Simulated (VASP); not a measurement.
Ga: single point with PBE

The system is Ga.

```
Ga
1.0
     2.68384    0.13054    0.06159
    -0.48324    2.85897   -0.29120
    -0.37319   -1.04689    2.55743
Ga
1
Direct
  0.50000 0.00000 0.00000
```

The cell was built by a generator and needn't be a form met in nature.

The cell isn't the ideal one: random cell without symmetry.

- Program: VASP 6.6.1
- Task: single point
- Functional: PBE
- Potentials or basis: VASP PAW PBE potentials, release 64 (Ga_d)
- Cutoff: 520 eV
- k mesh: 6 × 6 × 6
- Occupations: gaussian, width 0.1 eV
- Spin: no spin polarisation
- Dipole correction: no
- Further INCAR settings: ALGO = Normal; EDIFF = 1e-07; NBANDS = 12

The pressure is 0.2 GPa. The band gap on the k mesh is none (metal or under the smearing width).

Stress tensor (GPa, compression positive):
```
 0.22 -0.03 -0.01
-0.03  0.13 -0.01
-0.01 -0.01  0.12
```

Levels at points of the mesh, in eV from the Fermi level:
| k point | band 2 | band 3 | band 4 | band 5 | band 6 | band 7 | band 8 | band 9 | band 10 | band 11 |
| --- | --- | --- | --- | --- | --- | --- | --- | --- | --- | --- |
| (0.00, 0.00, 0.00) | -14.87 | -14.74 | -14.61 | -14.56 | -10.84 | 9.84 | 10.75 | 12.10 | 13.27 | 14.84 |
| (0.50, 0.00, 0.00) | -14.83 | -14.72 | -14.70 | -14.62 | -5.88 | -4.19 | 11.43 | 13.83 | 15.51 | 17.33 |
| (0.00, 0.50, 0.00) | -14.91 | -14.64 | -14.59 | -14.55 | -5.70 | -4.03 | 7.89 | 11.39 | 11.49 | 15.26 |
| (0.50, 0.50, 0.00) | -14.92 | -14.72 | -14.56 | -14.46 | -1.96 | -1.67 | 1.84 | 5.67 | 10.60 | 14.38 |
| (0.00, 0.00, 0.50) | -14.90 | -14.64 | -14.60 | -14.54 | -4.92 | -3.79 | 6.33 | 9.88 | 11.72 | 15.36 |
| (0.50, 0.00, 0.50) | -14.90 | -14.76 | -14.57 | -14.44 | -1.73 | -1.03 | 2.39 | 6.25 | 9.46 | 13.31 |
| (0.00, 0.50, 0.50) | -14.88 | -14.68 | -14.63 | -14.52 | -4.62 | -3.68 | 5.67 | 9.31 | 14.74 | 18.85 |
| (0.50, 0.50, 0.50) | -14.92 | -14.74 | -14.53 | -14.43 | 0.15 | 0.69 | 0.72 | 5.10 | 6.70 | 10.13 |

Run time: 13 s on 1 thread of Intel(R) Xeon(R) Platinum 8488C (Sapphire Rapids), with other jobs on the host, peak memory 0.14 GiB.

Caveat: the k mesh is coarse (spacing up to 0.43 Å⁻¹), so the values aren't converged.
